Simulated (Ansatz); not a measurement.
A plane-wave DFT run in Ansatz 0.2.0 (scalar-relativistic PAW potentials unless the input names others): input and command.

```yaml
crystal:
  lattice:
    - [4.48311314, 0.0, 0.0]
    - [0.0, 4.48311314, 0.0]
    - [0.0, 0.0, 4.48311314]
  atoms:
    - { symbol: Cs, position: [0.0, 0.0, 0.0] }
    - { symbol: Br, position: [0.5, 0.5, 0.5] }
basis:
  ecutwfc: 420
kpoints:
  mp_grid: { grid: [2, 2, 2] }
hamiltonian:
  xc: pbe
scf:
  occupations: { method: gaussian, width: 0.02 }
output:
  forces: true
  eigenvalues: true
  stress: true
```

```bash
ansatz run input.yaml --threads 1 --pin off --max-ram 1331MiB --backend cpu --events-out ev --progress --plain --runs-dir out
```

Abridged log:
```
Basis set: ecut = 420 eV, 1791 PW (Γ), exchange–correlation on 60×60×60 points (8 copies of the dense FFT grid, shifted against one another)
Bands: 12, of which v1, the nominal top of the filled ones, is band 8 counted from 1 (7 counted from 0)
Symmetry: 48 space group operations
k-points: 4 of 8
SCF iter   1: F=—  HF=-8457.360087 eV  |F-HF|=—  |Δ(HF+E_count)|=         —  Δρ=1.41e-3  dr2=4.32e-3  ethr=1.77e-3  ⟨swp⟩=8.2  Hψ=353  notcnv=0
SCF iter   2: F=—  HF=-8457.359241 eV  |F-HF|=—  |Δ(HF+E_count)|=   8.46e-4  Δρ=3.98e-4  dr2=3.33e-4  ethr=2.70e-5  ⟨swp⟩=2.0  Hψ=113  notcnv=0
SCF iter   3: F=—  HF=-8457.359232 eV  |F-HF|=—  |Δ(HF+E_count)|=   9.40e-6  Δρ=1.82e-4  dr2=4.36e-5  ethr=2.08e-6  ⟨swp⟩=2.0  Hψ=61  notcnv=0
SCF iter   4: F=—  HF=-8457.359260 eV  |F-HF|=—  |Δ(HF+E_count)|=   2.80e-5  Δρ=3.49e-5  dr2=1.62e-6  ethr=2.73e-7  ⟨swp⟩=2.5  Hψ=78  notcnv=0
SCF iter   5: F=-8457.359260 eV  HF=-8457.359260 eV  |F-HF|=2.58e-8  |Δ(HF+E_count)|=   3.42e-7  Δρ=3.67e-6  dr2=9.40e-9  ethr=1.01e-8  ⟨swp⟩=2.0  Hψ=77  notcnv=0
SCF iter   6: F=-8457.359260 eV  HF=-8457.359260 eV  |F-HF|=4.37e-10  |Δ(HF+E_count)|=   2.87e-8  Δρ=9.38e-7  dr2=1.21e-9  ethr=5.88e-11  ⟨swp⟩=3.2  Hψ=212  notcnv=0
SCF 1 converged in 6 iterations: F = -8457.359260 eV  dr2 = 1.21e-9
SCF converged after 6 iterations
Free energy (F): -8457.359260 eV
Harris-Foulkes:  -8457.359260 eV  (|F-HF|=4.37e-10)
Internal energy: -8457.359260 eV  (E = F + TS)
E sigma→0 (E₀):  -8457.359260 eV
Fermi energy:    4.147737 eV
--- Forces (eV/Å), atoms counted from 1 ---
  atom   1  Cs     0.00000000     0.00000000     0.00000000
  atom   2  Br     0.00000000     0.00000000     0.00000000
--- Stress (GPa, compression-positive) ---
       -0.133762       0.000000       0.000000
        0.000000      -0.133762       0.000000
        0.000000       0.000000      -0.133762
  P = ⅓ Tr σ = -0.1338 GPa (-1.338 kbar)
```

Apart from outputs and empty bands, the input differs from a reference run on usual settings in kpoints.mp_grid.grid: [6, 6, 6] → [2, 2, 2]. The reference, at the same geometry (not necessarily relaxed), gave pressure -0.66 GPa, largest force 0.000 eV/Å, gap on the mesh 4.04 eV. This run converged in 6 SCF iterations (reference: 6) with an energy at zero smearing 55.75 meV/atom above the reference's, pressure -0.13 GPa, largest force 0.000 eV/Å, gap on the mesh 3.99 eV. Its k mesh is looser than usual, and the result moved.